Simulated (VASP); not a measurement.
Crystal: CdSe (Cadmoselite).

```xyz
4
Lattice="4.3000 0.0000 0.0000 -2.1500 3.7239 0.0000 0.0000 0.0000 7.0200" Properties=species:S:1:pos:R:3 pbc="T T T"
Cd    2.1500    1.2413    3.5100
Cd    0.0000    2.4826    0.0000
Se    2.1500    1.2413    6.2127
Se    0.0000    2.4826    2.7027
```

Base run:

* Program: VASP 6.6.1
* Functional: r2SCAN
* Potentials or basis: VASP PAW PBE potentials, release 64 (Cd, Se)
* Cutoff: 520 eV
* k mesh: 8 × 8 × 4
* Occupations: gaussian, width 0.02 eV
* Spin: no spin polarisation

Its results: band gap on the k mesh 1.19 eV, direct.

The run is repeated on the same cell with these changes: functional from r2SCAN to TB-mBJ. What comes out?

Band gap on the k mesh 2.04 eV, direct.
